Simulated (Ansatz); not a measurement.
Ansatz input

```yaml
crystal:
  lattice:
    - [3.8505116607, 0.0, 0.0]
    - [-1.9252558304, 3.3346409157, 0.0]
    - [0.0, 0.0, 7.2573326836]
  atoms:
    - { symbol: Se, position: [0.0, 0.0, 1.0] }
    - { symbol: Se, position: [1.0, 1.0, 0.5] }
    - { symbol: Se, position: [0.3333333333, 0.6666666667, 0.25] }
    - { symbol: Se, position: [0.6666666667, 0.3333333333, 0.75] }
hamiltonian:
  xc: revpbe
  pseudopotentials:
    kind: paw
    azcp:
      Se: "pseudopotentials/Se.paw.azcp"
basis:
  ecutwfc: 420
  fft_grid_basis: typed
kpoints:
  mp_grid: { grid: [12, 12, 6], shift: [0, 0, 0] }
magnetization:
  spin_polarized: false
scf:
  occupations: { method: fermi_dirac, width: 0.1 }
```

and its output:

```
Engine: ansatz 0.2.0, x86_64-unknown-linux-gnu
Pseudopotentials: kind: paw
Pseudopotential: Se, paw, valence charge 16, recommended cutoff 420 eV (normal) 
Functional definition: revPBE
  parameter kappa = 1.245
  parameter beta = 0.06672455060314922
  exchange = pbe_x(kappa = kappa, mu = beta*pi^2/3)
  correlation = pbe_c(beta = beta)
Crystal: 4 atoms, lattice volume = 93.185 Å³
Basis set: ecut = 420 eV, 1813 PW (Γ)
Bands: 37, of which v1, the nominal top of the filled ones, is band 32 counted from 1 (31 counted from 0)
Symmetry: 24 space group operations
Space group: P63/mmc (ITA 194), of the structure as read, at distance tolerance 4.5e-5 Å
k-points: 76 of 864
Non-local potential: Se, projectors of the file, l = 0: 2, l = 1: 2, l = 2: 3, l = 3: 1
PAW form: soft (Blöchl's): semilocal exchange-correlation on the pseudo side does not see the compensation charge
PAW frozen core: Se, regenerated for the run's functional, and the local potential with it (the file was generated under x = pbe(κ = 0.804, μ = 0.2195149727645171), c = pbe(β = 0.06672455060314922))
PAW one-centre angular grid: Se, 590 points (default); XC on 64 Gauss nodes
Initial density: superposition of atomic densities (neutral atoms: chi_scale 0, normalization atom), corrected by the library's trained network
Initial wavefunctions: pseudopotential atomic-orbital guess
Functional: x = revpbe(κ = 1.245, μ = 0.2195149727645171), c = pbe(β = 0.06672455060314922)
SCF iter   1: F=—  HF=-21892.162812 eV  |F-HF|=—  |Δ(HF+E_count)|=         —  Δρ=2.25e-3  dr2=2.40e-3  ethr=1.77e-3  ⟨swp⟩=6.2  Hψ=10229  notcnv=0
SCF iter   2: F=—  HF=-21892.164247 eV  |F-HF|=—  |Δ(HF+E_count)|=   1.44e-3  Δρ=5.02e-4  dr2=2.36e-4  ethr=3.75e-6  ⟨swp⟩=2.0  Hψ=5145  notcnv=0
SCF iter   3: F=—  HF=-21892.164114 eV  |F-HF|=—  |Δ(HF+E_count)|=   1.33e-4  Δρ=1.21e-4  dr2=1.26e-5  ethr=3.69e-7  ⟨swp⟩=2.0  Hψ=5261  notcnv=0
SCF iter   4: F=—  HF=-21892.164116 eV  |F-HF|=—  |Δ(HF+E_count)|=   1.89e-6  Δρ=4.59e-5  dr2=1.51e-6  ethr=1.96e-8  ⟨swp⟩=2.0  Hψ=5282  notcnv=0
SCF iter   5: F=—  HF=-21892.164119 eV  |F-HF|=—  |Δ(HF+E_count)|=   3.14e-6  Δρ=9.47e-6  dr2=1.15e-7  ethr=2.36e-9  ⟨swp⟩=2.0  Hψ=3773  notcnv=0
SCF iter   6: F=-21892.164119 eV  HF=-21892.164119 eV  |F-HF|=1.74e-9  |Δ(HF+E_count)|=   1.98e-7  Δρ=1.90e-6  dr2=5.02e-9  ethr=1.56e-10  ⟨swp⟩=3.0  Hψ=6258  notcnv=0
SCF 1 converged in 6 iterations: F = -21892.164119 eV  dr2 = 5.02e-9
SCF converged after 6 iterations
Free energy (F): -21892.164119 eV
Harris-Foulkes:  -21892.164119 eV  (|F-HF|=1.74e-9)
Internal energy: -21892.081118 eV  (E = F + TS)
E sigma→0 (E₀):  -21892.122618 eV
Entropy (-TS):   -0.083002 eV (-20.750 meV/atom)
Fermi energy:    9.309339 eV
--- Per-component energies (eV) ---
  E_band       = -1496.510452
  E_kinetic    = 464.072794
  E_local      = -9090.720774  (includes V_loc(G=0)·N_el)
  E_nonlocal   = -2381.094305
  E_hartree    = 4512.388376
  E_xc         = -413.111681
  E_vxc        = -387.047313  (∫ρ·V_xc dr)
  E_paw        = -7664.495629  (= ΣΔE_a)
  E_vpaw       = 873.507807  (= ΣTr[D̂ρ^β])
  E_aug_tail   = -0.002371  (compensation charges beyond the density's cutoff)
  E_ewald      = -7318.327808
  E_core_change = -0.789718  (= ΣΔE_core)
  E_smearing   = -0.083002  (= −TS)
  E_closure    = 0.000000  (closes the sum)
  Σ components = -21892.164119   (vs F -21892.164119, Δ=0.00e0)
```
